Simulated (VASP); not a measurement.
SnO2 (Cassiterite):

```
Sn O
1.0
     4.73800    0.00000    0.00000
     0.00000    4.73800    0.00000
     0.00000    0.00000    3.18650
Sn O
2 4
Direct
  0.00000 0.00000 0.00000
  0.50000 0.50000 0.50000
  0.30710 0.30710 0.00000
  0.19290 0.80710 0.50000
  0.69290 0.69290 0.00000
  0.80710 0.19290 0.50000
```

```yaml
Program: VASP 6.6.1
Task: relaxation of cell and atoms
Functional: PBEsol
Potentials_or_basis: VASP PAW PBE potentials, release 64 (Sn_d, O)
Cutoff: 600 eV
k_mesh: 6 × 6 × 8
Occupations: gaussian, width 0.03 eV
Spin: no spin polarisation
```

At the start: pressure 5.2 GPa; volume 11.92 Å³/atom.

Problem. How do energy, volume and symmetry change on relaxing?

Solution. Over 5 steps the energy falls by 5.0 meV/atom and the volume is 12.20 Å³/atom (+2.3 %); space group P4_2/mnm (No. 136, to 0.05 Å).

Step by step:
```csv
step,energy change (eV),largest force (eV/Å),pressure (GPa),volume (Å³)
1,0.0000,0.2277,5.24,71.53
2,0.0238,0.2179,-6.26,75.64
3,-0.0302,0.0171,-0.05,73.24
4,-0.0302,0.0212,0.10,73.21
5,-0.0302,0.0080,0.05,73.21
```

Final structure:
```
Sn O
1.0
     4.77064    0.00000    0.00000
     0.00000    4.77064    0.00000
     0.00000    0.00000    3.21664
Sn O
2 4
Cartesian
  0.0000 0.0000 0.0000
  2.3853 2.3853 1.6083
  1.4613 1.4613 0.0000
  0.9241 3.8466 1.6083
  3.3094 3.3094 3.2166
  3.8466 0.9241 1.6083
```

Caveat: the PAW data sets were made with another functional, which shifts forces and pressure a little.
